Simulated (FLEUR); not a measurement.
# free Co(001) film, 4 layers: from one collinear state to anisotropy, part 2 of 2

Wanted: anisotropy for free Co(001) film, 4 layers, with the cost of each step.

FLEUR MaX-R8.1; PBE; all-electron FLAPW film, Dirac cores, scalar-relativistic bands.

So far. Step 2 (Self-consistent state): After 40 cycles the largest moment stands at 1.91 μB.

## (5) Spin–orbit coupling, moments along z

Level of this step: PBE; all-electron FLAPW film, Dirac cores, scalar-relativistic bands with spin-orbit coupling (FLEUR).

Spin–orbit coupling ties the spins to the lattice and lets orbital moments form.

A new self-consistent run of the start ferro ++++, with the moments along z. The k list default-1 (kpts.xml, not shown) is a Γ-centred 30×30×1 mesh.

Contents of inp.xml:

```
<?xml version="1.0" encoding="UTF-8" standalone="no"?>
<fleurInput fleurInputVersion="0.39">
   <comment>
      Co
   </comment>
   <calculationSetup>
      <cutoffs Kmax="3.64" Gmax="10.9" GmaxXC="10.9" numbands="148"/>
      <scfLoop itmax="150" minDistance="0.00002" maxIterBroyd="15" imix="Anderson" alpha="0.03" precondParam="0.0" spinf="2.0" sdNocoIR="T"/>
      <coreElectrons ctail="T" frcor="F" kcrel="0" coretail_lmax="0"/>
      <xcFunctional name="pbe" relativisticCorrections="F"/>
      <magnetism jspins="2"/>
      <soc l_soc="T" theta="0.0" phi="0.0" spav="F"/>
      <expertModes spex="0" secvar="F"/>
      <geometryOptimization l_f="F" forcealpha="1.0" forcemix="BFGS" epsdisp="0.00001" epsforce="0.00001"/>
      <ldaU l_linMix="F" mixParam="0.05" spinf="1.0"/>
   </calculationSetup>
   <cell>
      <bzIntegration valenceElectrons="68.0" mode="hist" fermiSmearingEnergy="0.00183747">
         <kPointListSelection listName="default-1"/>
         <xi:include xmlns:xi="http://www.w3.org/2001/XInclude" href="kpts.xml"> </xi:include>
      </bzIntegration>
      <xi:include xmlns:xi="http://www.w3.org/2001/XInclude" href="sym.xml"> </xi:include>
      <filmLattice scale="1.0" dVac="15.35" dTilda="17.85">
         <bravaisMatrixFilm>
            <row-1>    4.7369764765348199     0.0000000000000000</row-1>
            <row-2>    0.0000000000000000     4.7369764765348199</row-2>
         </bravaisMatrixFilm>
         <vacuumEnergyParameters vacuum="1" spinUp="-.25" spinDown="-.25"/>
      </filmLattice>
   </cell>
   <atomSpecies>
      <species name="Cobalt (Co2.000" element="Co" atomicNumber="27">
         <mtSphere radius="2.25" gridPoints="745" logIncrement="0.016"/>
         <atomicCutoffs lmax="8" lnonsphr="6"/>
         <electronConfig flipSpins="F">
            <coreConfig>(1s1/2) (2s1/2) (2p1/2) (2p3/2)</coreConfig>
            <valenceConfig>(3s1/2) (3p1/2) (3p3/2) (4s1/2) (3d3/2) (3d5/2)</valenceConfig>
            <stateOccupation state="(3d3/2)" spinUp="1.5" spinDown="1.3"/>
            <stateOccupation state="(3d5/2)" spinUp="3.0" spinDown="1.2"/>
         </electronConfig>
         <energyParameters s="4" p="4" d="3" f="4"/>
         <lo type="SCLO" l="0" n="3" eDeriv="0"/>
         <lo type="SCLO" l="1" n="3" eDeriv="0"/>
      </species>
   </atomSpecies>
   <atomGroups>
      <atomGroup species="Cobalt (Co2.000">
         <filmPos label="                   1">-1.000/4.000 -1.000/4.000 -5.0242994978</filmPos>
         <filmPos label="                   4">1.000/4.000 1.000/4.000 5.0242994978</filmPos>
         <force calculate="T" relaxXYZ="TTT"/>
      </atomGroup>
      <atomGroup species="Cobalt (Co2.000">
         <filmPos label="                   2">1.000/4.000 1.000/4.000 -1.6747664993</filmPos>
         <filmPos label="                   3">-1.000/4.000 -1.000/4.000 1.6747664993</filmPos>
         <force calculate="T" relaxXYZ="TTT"/>
      </atomGroup>
   </atomGroups>
   <output dos="F" band="F" slice="F">
      <bandDOS minEnergy="-.5*Htr" maxEnergy="0.5*Htr" sigma="0.015" storeEVData="T"/>
      <plotting iplot="0" polar="F">
         <plot TwoD="T" vec1="  1.0  0.0  0.0" vec2="  0.0  1.0  0.0" vec3="  0.0  0.0  1.0" zero="  0.0  0.0 -0.5" file="plot"/>
      </plotting>
      <moessbauerParams electricFieldGradient="F" isomerShift="F" coreHyperfine="F" valenceHyperfine="F"/>
   </output>
</fleurInput>
```

Contents of crystal.txt:

```
Co
&input film=T cartesian=F /
2.50670000000  0.00000000000  0.00000000000
0.00000000000  2.50670000000  0.00000000000
0.00000000000  0.00000000000  1.00000000000
1.8897261246
1.0 1.0 1.0

4
27 0.00000000000  0.00000000000  -5.02429949782 : 2.000
27 0.50000000000  0.50000000000  -1.67476649927 : 2.000
27 0.00000000000  0.00000000000  1.67476649927 : 2.000
27 0.50000000000  0.50000000000  5.02429949782 : 2.000

&soc 0.0000000 0.0000000 /
&kpt div1=30 div2=30 div3=1 gamma=T /
```

Started as:

```sh
> OMP_NUM_THREADS=1 inpgen -f crystal.txt > inpgen.log  # inp.xml is then edited as shown
> OMP_NUM_THREADS=1 mpirun -n 4 fleur_MPI > fleur.log
```

The log of the run:

```text
[banner, memory and clock lines left out]
Welcome to FLEUR        (www.flapw.de)
      MaX-Release 8.1          (www.max-centre.eu)

 ========== k-point set info ==========
 Selected k-point list: default-1
 k-point list type: mesh
 0 x 0 x 0
 Number of k points: 228

 [... set-up left out ...]
 Iteration:     1   Distance:      41.79272342 me/bohr^3
 Iteration:     2   Distance:      28.14425671 me/bohr^3
 Iteration:     3   Distance:      14.99734876 me/bohr^3
 Iteration:     4   Distance:      13.25808199 me/bohr^3
 Iteration:     5   Distance:       6.37439790 me/bohr^3
 Iteration:     6   Distance:       5.65549738 me/bohr^3
 Iteration:     7   Distance:       4.86219298 me/bohr^3
 Iteration:     8   Distance:       4.75766252 me/bohr^3
 Iteration:     9   Distance:       3.12806334 me/bohr^3
 Iteration:    10   Distance:       2.19432082 me/bohr^3
[... 14 iterations left out ...]
 Iteration:    25   Distance:       0.00106654 me/bohr^3
 Iteration:    26   Distance:       0.00116031 me/bohr^3
 Iteration:    27   Distance:       0.00026662 me/bohr^3
 Iteration:    28   Distance:       0.00011718 me/bohr^3
 Iteration:    29   Distance:       0.00006214 me/bohr^3
 Iteration:    30   Distance:       0.00005764 me/bohr^3
 Iteration:    31   Distance:       0.00005530 me/bohr^3
 Iteration:    32   Distance:       0.00004307 me/bohr^3
 Iteration:    33   Distance:       0.00002515 me/bohr^3
 Iteration:    34   Distance:       0.00001395 me/bohr^3

 ********************************************************************
 Run finished successfully
 Stop message:
   all done
 ********************************************************************

--- out.xml (last complete iteration) ---
<iteration numberForCurrentRun="   34" overallNumber="   34">
         [... left out ...]
         <bandgap value="0.0000000000" units="eV"/>
         <sumValenceSingleParticleEnergies value="-94.0242443622" units="Htr"/>
         <FermiEnergy value="-0.1679926457" units="Htr"/>
         [... left out ...]
         <magneticMomentsInMTSpheres units="muBohr">
            <globalMagMoment atomType="1" vec="0.00000   0.00000   1.90279"/>
            <globalMagMoment atomType="2" vec="0.00000   0.00000   1.72270"/>
         </magneticMomentsInMTSpheres>
         <orbitalMomentsInMTSpheres units="muBohr">
            <globalMagMoment atomType="1" vec="0.00000   0.00000   0.09671"/>
            <globalMagMoment atomType="2" vec="0.00000   0.00000   0.07398"/>
         </orbitalMomentsInMTSpheres>
         [... left out ...]
         <totalEnergy value="    -5573.8288542906" units="Htr">
            <sumOfEigenvalues value="    -3265.1298499040">
               <coreElectrons value="-3171.1056055418"/>
               <valenceElectrons value="-94.0242443622"/>
            </sumOfEigenvalues>
         [... left out ...]
            <freeEnergy value="-5573.8303455407"/>
            <extrapolationTo0K value="-5573.8295999156"/>
         </totalEnergy>
         <densityConvergence units="me/bohr^3">
            <chargeDensity spin="1" distance="0.0000081661"/>
            <chargeDensity spin="2" distance="0.0000097799"/>
            <overallChargeDensity distance="0.0000113990"/>
            <spinDensity distance="0.0000139544"/>
         </densityConvergence>
      </iteration>
```

Wall time 15 min (4 MPI ranks of Intel Xeon Platinum 8488C (Sapphire Rapids), shared host); peak memory 1.1 GiB; 58 min of CPU time.

Spin moment in the muffin-tin sphere by atom:

```tsv
atom	spin moment in the muffin-tin sphere (μB)
Co1	1.90
Co2	1.72
Co3	1.72
Co4	1.90
```

Read from the output:

```yaml
free_energy: -151671.6504 eV
program_s_band_gap_on_this_mesh_in_a_metal_only_a_level_spacing: 0 eV
magnetization: 7.045 μB
final_state: ferromagnetic
orbital_moment_along_the_spin: 0.09671 μB
```

Orbital moment in the sphere, along the spin axis by atom:

```tsv
atom	orbital moment in the sphere, along the spin axis (μB)
Co1	0.0967
Co2	0.0740
Co3	0.0740
Co4	0.0967
```

## (6) Summary of results

| Property | Result |
| --- | --- |
| reference state | ferromagnetic |
| largest sphere moment | 1.91 μB |
| easy direction of those tried | the plane normal to z |
| energy along x less z, force theorem | -0.463 meV a primitive cell |
| orbital moment on the atom of largest spin, along its spin (spin–orbit run) | 0.0967 μB |

What this shows: By the force theorem the moments prefer the plane normal to z, with no direction in it resolved; shape anisotropy is not in it, and in a film it favours the plane. The difference for the second direction goes from -0.52 meV (mesh 20×20×1, 132 states, 3.9 min of CPU time) to -0.46 meV (mesh 30×30×1, 132 states, 8.3 min). The orbital moment is parallel to the spin, as Hund's third rule has it for a shell over half filled. The state was typed, and no other order was converged beside it, so it need not be the ground state.

[Logs and program files are shortened in this print: banners, set-up blocks, solver, clock and traceback lines can be left out without a mark of their own.]

[Logs are printed without paths, hosts, clocks, repeated set-up lines and the standing remarks that a program may print on its own settings, such as how far it seeks lower states.]

[Hosts, paths, dates, database ids (printed as entryN), source tags and the programs' standing remarks are cut or masked in the printed files.]

[Where a cell is said to come from a database of computed structures, the database is the Materials Project.]
